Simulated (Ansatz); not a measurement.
Wanted: the native input for an Ansatz 0.2.0 run.

| Quantity | Value |
| --- | --- |
| Task | single point |
| Functional | PBE |
| Potentials or basis | Ansatz PAW |
| Cutoff | 420 eV (not typed: the program's choice for these potentials) |
| k mesh | 10 × 10 × 9 |
| Occupations | fermi-dirac, width 0.05 eV |
| Spin | collinear spin, ferromagnetic start |
| Starting moments | [3.0, 0.0] μB |

Crystal: FeO.

```xyz
2
Lattice="2.9029 0.0000 0.0000 -1.4515 2.5140 0.0000 0.0000 0.0000 2.8331" Properties=species:S:1:pos:R:3 pbc="T T T"
Fe    0.0000    0.0000    0.0000
O     1.4515    0.8380    1.4165
```

The cell comes from a database or a generator and needn't be the stable form of this composition.

The input as run:

input.yaml

```yaml
crystal:
  lattice:
    - [2.90290551, 0.0, 0.0]
    - [-1.45145275, 2.51398992, 0.0]
    - [0.0, 0.0, 2.83309195]
  atoms:
    - { symbol: Fe, position: [0.0, 0.0, 0.0], spin: 3.0 }
    - { symbol: O, position: [0.6666666667, 0.3333333333, 0.5] }
hamiltonian:
  xc: pbe
  pseudopotentials: { kind: paw }
magnetization:
  spin_polarized: true
kpoints:
  mp_grid: { grid: [10, 10, 9] }
scf:
  occupations: { method: fermi_dirac, width: 0.05 }
output:
  forces: true
  stress: true
  eigenvalues: true
```

Potentials or basis: Ansatz PAW.

The run is started by

```sh
$ ansatz run input.yaml --threads 2 --pin off --max-ram 5632MiB --backend cpu --events-out ev --progress --plain --runs-dir out
```

It gave:

```
Pressure               : -10.4 GPa
Band gap on the k mesh : none (metal or under the smearing width)
Net moment             : 4.00 μB per cell
Absolute moment        : 4.06 μB per cell
Site moments           : Fe +3.47; O +0.37 μB
```

Caveat: the pressure holds a Pulay correction of +0.6 GPa for the finite cutoff; a cell with one magnetic atom can't hold antiferromagnetic order, which such compounds often take; semilocal functionals often make such compounds metallic where correlation or magnetic order opens a gap, which also shifts bond lengths.

Wall time 3.6 s on 2 threads of Arm Neoverse V2, on a shared host, peak memory 0.32 GiB.
